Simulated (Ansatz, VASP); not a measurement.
**Two plane-wave programs on CuAu**

INCAR

```
PREC = Accurate ; ENCUT = 520
EDIFF = 1E-6 ; ISMEAR = -1
SIGMA = 0.05 ; LREAL = False
LASPH = True ; NELM = 60
ALGO = Normal ; ISIF = 2
LWAVE = False ; LCHARG = False
GGA = CA ; NBANDS = 18
```

The input KPOINTS:

```
regular mesh
0
Gamma
  11 11 11
```

File POSCAR:

```
CuAu
1.0
    1.4620466157      0.8441130071      4.3121794307
   -1.4620466157      0.8441130071      4.3121794307
    0.0000000000     -1.6882260143      4.3121794307
Au Cu
1 1
Direct
    0.0000000000      0.0000000000      0.0000000000
    0.5000000000      0.5000000000      0.5000000000
```

The input input.yaml:

```yaml
crystal:
  lattice:
    - [1.4620466157, 0.8441130071, 4.3121794307]
    - [-1.4620466157, 0.8441130071, 4.3121794307]
    - [0.0, -1.6882260143, 4.3121794307]
  atoms:
    - { symbol: Au, position: [0.0, 0.0, 0.0] }
    - { symbol: Cu, position: [0.5, 0.5, 0.5] }
hamiltonian:
  xc: lda
  pseudopotentials: { kind: paw }
kpoints:
  mp_grid: { grid: [11, 11, 11] }
scf:
  occupations: { method: fermi_dirac, width: 0.05 }
output:
  forces: true
  stress: true
  eigenvalues: true
  write_density: true
  write_potential: true
  elf: true
  volumetric_format: npy
```

The cell comes from a database or a generator and needn't be the stable form of this composition.

Alike in both runs: task single point; functional LDA; k mesh 11 × 11 × 11; occupations fermi-dirac, width 0.05 eV; no spin polarisation.

|  | VASP | Ansatz |
| --- | --- | --- |
| version | VASP 6.6.1 | Ansatz 0.2.0 |
| potentials or method | VASP PAW LDA potentials, release 64 (Au, Cu) | Ansatz PAW |
| plane-wave cutoff (eV) | 520 | 420 |
| valence electrons in the cell | 22 | 38 |

Ansatz gave:

```
gap on the k mesh at the Fermi level (eV)       : none
pressure (GPa)                                  : -16.6
largest component of the traceless stress (GPa) : 0.20
```

**Question.** Estimate VASP's values.

**Answer.** gap on the k mesh at the Fermi level (eV): none; pressure (GPa): -16.1; largest component of the traceless stress (GPa): 0.03.

A gap of «none» marks a metal or a gap that the smearing closes. The two sets of potentials don't hold the same shells in valence.

Caveats: so large a pressure means that the cell lies far from this level's equilibrium, or that cutoff or potentials fall short (VASP); the PAW data sets come from PBE, with cores solved anew for the run's functional, which leaves a small shift of forces and pressure (Ansatz). Spin-orbit coupling is left out, which matters for the levels of Au.
